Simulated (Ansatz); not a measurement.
Relaxed-ion elastic tensor of BeO in space group P6_3mc (No. 186; Pearson symbol hP12) in GPa (Voigt order), LDA (plane waves, PAW; program Ansatz); density 3.12 g/cm³, 6.65 Å³ per atom.

|  | 1 | 2 | 3 | 4 | 5 | 6 |
|---|---|---|---|---|---|---|
| 1 | 466 | 143 | 85.9 | 0.0 | 0.0 | 0.0 |
| 2 | 143 | 466 | 85.9 | 0.0 | 0.0 | 0.0 |
| 3 | 85.9 | 85.9 | 524 | 0.0 | 0.0 | 0.0 |
| 4 | 0.0 | 0.0 | 0.0 | 143 | 0.0 | 0.0 |
| 5 | 0.0 | 0.0 | 0.0 | 0.0 | 143 | 0.0 |
| 6 | 0.0 | 0.0 | 0.0 | 0.0 | 0.0 | 161 |

Is the crystal mechanically stable?

Yes: the smallest eigenvalue of C is 143 GPa.

Work out the Voigt, Reuss and Hill averages.

K_V = 232, K_R = 232, K_H = 232; G_V = 165, G_R = 161, G_H = 163 GPa.

Give Young's modulus, Poisson's ratio, Pugh's ratio and the universal anisotropy index.

E = 9KG/(3K + G) = 397 GPa; ν = 0.21; K/G = 1.42 (brittle by the Pugh limit of 1.75); A_U = 5G_V/G_R + K_V/K_R − 6 = 0.12.

Estimate the sound speeds and the Debye temperature.

v_l = √((K + 4G/3)/ρ) = 12000 m/s, v_t = √(G/ρ) = 7230 m/s, mean 8000 m/s; Θ = (h/k)(3n/4πV)^(1/3) v_m = 1270 K.

Solve the Christoffel equation for the three sound speeds along x, y, z.

Eigenvalues of C_ijkl n_j n_l equal ρv² (piezoelectric stiffening left out). In km/s, slowest first: x 6.76, 7.18, 12.21; y 6.76, 7.18, 12.21; z 6.76, 6.76, 12.95.

How much does each axis shrink under pressure?

Linear compressibilities β_i = Σ_j S_ij (j = 1 to 3): x 1.4, y 1.4, z 1.4 per TPa.

The cell is a constructed one: a structure type filled with these elements. Its sites differ from those of the usual phase in this space group: another stacking or structure type. The cell was relaxed with LDA under the symmetry of its start; phonons on a q-mesh show no instability.

Potentials: the later of the program's two PAW sets.
